Stretching the bonds of cubic SiC widens its band gap while its least direct gap narrows. At the HSE06 level, a 9 % increase in bond length raises the band gap by 0.15 eV and lowers the least direct gap by 0.38 eV. The two gaps part because the levels that bound them respond differently to volume, and a general weakening of the bonds cannot account for all of these responses.

Zinc-blende SiC in cells strained from the r2SCAN geometry, computed with Ansatz 0.2.0 at the HSE06 level (plane waves, PAW, 420 eV cutoff, 8×8×8 k mesh, no spin polarisation or spin–orbit coupling). Each gap is the least found over the mesh, the named k points such as Γ and X, and any path computed between them.

| volume (Å³/atom) | shortest distance (Å) | band gap (eV) | least direct gap (eV) |
| --- | --- | --- | --- |
| 9.142 | 1.811 | 2.142 | 5.883 |
| 9.430 | 1.830 | 2.165 | 5.845 |
| 10.026 | 1.867 | 2.208 | 5.763 |
| 10.268 | 1.882 | 2.206 | 5.725 |
| 10.332 | 1.886 | 2.227 | 5.720 |
| 10.646 | 1.905 | 2.244 | 5.677 |
| 10.897 | 1.920 | 2.256 | 5.642 |
| 10.965 | 1.924 | 2.259 | 5.632 |
| 11.075 | 1.930 | 2.264 | 5.616 |
| 11.291 | 1.943 | 2.274 | 5.586 |
| 11.623 | 1.962 | 2.286 | 5.539 |
| 11.879 | 1.976 | 2.294 | 5.502 |

The tempting explanation starts from bonding. The filled bands are bonding and the empty ones antibonding, and the coupling that separates them weakens as the atoms move apart. Coupling between neighbouring orbitals falls roughly as 1/d², where d is the shortest Si–C distance, so every gap should shrink in that proportion. The falling direct gap seems to confirm this.

The numbers decide against it. Scaled from the unstrained cell (10.332 Å³/atom), the 1/d² rule makes the band gap fall by 0.39 eV over the whole range, whereas the computed gap rises. For the direct gap the rule has the right sign but predicts a fall of 0.99 eV, more than twice the computed one. The rule leaves out the fixed energy difference between Si and C orbitals. Including it would make the predicted falls smaller, but could not turn a fall into a rise. The band gap is thus the decisive test, and a direct gap that merely moves in the expected direction is weak support for the bonding argument.

A second explanation would be that the band edges switch to other states as the crystal expands. They do not: in every cubic cell the valence top lies at Γ, the centre of the Brillouin zone, and the conduction minimum at X, on its boundary. The same pair of states has to account for the whole rise.

What remains is that each conduction level follows its own course. Between 10.026 and 11.291 Å³/atom, the lowest conduction level at Γ comes 1.48 eV closer to the valence top and that at L, another boundary point, 1.15 eV closer. The level at X moves 0.07 eV away. The band gap of SiC widens because its conduction minimum happens to be at X; with the minimum at Γ, the same expansion would have narrowed it. Other zinc-blende semiconductors, GaAs among them, show the same contrast between X and the other two points, so the first thing to ask of a related crystal is where its conduction minimum lies.

Why X differs is a matter of theory here, since the calculation was not resolved into orbitals. A likely account is that higher empty states, partly of d character, push the X level down. Expansion weakens this push, which would here slightly more than offset the fall expected from weaker s and p bonding.

The direct gap can now be taken apart. The calculation places it at X in all twelve cells. In a cubic cell it is then a sum of two energies:

least direct gap = band gap + depth of the X valence level below the valence top

The depth is a property of the valence band alone, and here the bonding argument fares better. At Γ, the σ and π couplings between p orbitals on neighbouring atoms partly cancel; at X they reinforce each other, so the level lies deeper. When the couplings weaken, the two levels draw together. If the energy difference between Si and C orbitals is neglected, the depth should thus shrink roughly as 1/d², or as V to the power −2/3, where V is the volume per atom.

For the most stretched cell, the depth in the unstrained cell gives

3.493 eV × (10.332/11.879)^(2/3) = 3.18 eV

The computed depth is 5.502 − 2.294 = 3.208 eV. The stretched cell played no part in setting the estimate. Over the whole range the rule exaggerates the fall in depth by about 14 % of the computed fall. Free-electron kinetic energy also scales as 1/d², so this agreement supports a flattening valence band without singling out the orbital picture. The flattening outweighs the rise of the band gap, and the direct gap falls.

For practical use, a 1 % increase in volume near the unstrained cell widens the band gap by about 0.006 eV. This comes from a quadratic in ln V fitted to the eleven cubic cells; the output below gives the details of the fit. The slope falls from 0.79 eV per unit of ln V at the smallest volume to 0.37 eV at the largest, so a single deformation potential does not serve the whole range. These are values for a static lattice. Heating also changes the gap through atomic vibrations, and thermal expansion alone would not predict the result.

The shape of the strain matters as well. The cell at 10.268 Å³/atom is compressed by 0.31 % in two directions only, and its gap lies 0.017 eV below the cubic curve, several times the shift due to its change in volume. Such a strain makes the X valleys unequal and splits the valence top. The gap is then measured between the lowest valley and the highest valence level, which narrows it. A film strained by its substrate therefore needs more than its volume to fix its gap.

Printed output of the fit:

```
Inverse-square rule scaled from the unstrained cell (eV):
     row    gap  gap_rule  direct  direct_rule  X_valence_depth  depth_rule
   9.142  2.142     2.416   5.883        6.206            3.741        3.79
    9.43  2.165     2.367   5.845        6.079             3.68       3.712
  10.026  2.208     2.272   5.763        5.836            3.555       3.564
  10.268  2.206     2.236   5.725        5.744            3.519       3.507
  10.332  2.227     2.227    5.72         5.72            3.493       3.493
  10.646  2.244     2.183   5.677        5.607            3.433       3.424
  10.897  2.256     2.149   5.642        5.521            3.386       3.371
  10.965  2.259      2.14   5.632        5.498            3.373       3.357
  11.075  2.264     2.126   5.616        5.461            3.352       3.335
  11.291  2.274     2.099   5.586        5.391            3.312       3.292
  11.623  2.286     2.059   5.539        5.288            3.253       3.229
  11.879  2.294     2.029   5.502        5.212            3.208       3.183
Bond stretch from first to last row (%): 9.111
Change of band gap, first to last row (eV): 0.152
Same change by the inverse-square rule (eV): -0.3871
Change of least direct gap, first to last row (eV): -0.381
Same change of the direct gap by the inverse-square rule (eV): -0.9943
Change of X valence depth, first to last row (eV): -0.533
Same change of the depth by the inverse-square rule (eV): -0.6072
Largest miss of the rule for the depth, cubic rows (eV): 0.0489
Effective inverse power of bond length for the depth: 1.761
Valence top to Gamma conduction level, change from 10.026 to 11.291 A3/atom (eV): -1.482
Valence top to L conduction level, same two rows (eV): -1.153
Valence top to X conduction level, same two rows (eV): 0.066
fit of band_gap on 11 rows (cubic == 1): constant 2.227 +/- 0.00018, coefficient of xlog 0.5966 +/- 0.0015, coefficient of xsq -0.8039 +/- 0.02; rms 0.00034, worst 11.291 -0.000669, leave-one-out rms 0.000538
  rows outside the fit (model, value, miss): 10.268 2.223, 2.206, 0.017
Slope of gap with ln V at the smallest volume (eV): 0.7934
Slope of gap with ln V at the largest volume (eV): 0.3723
```
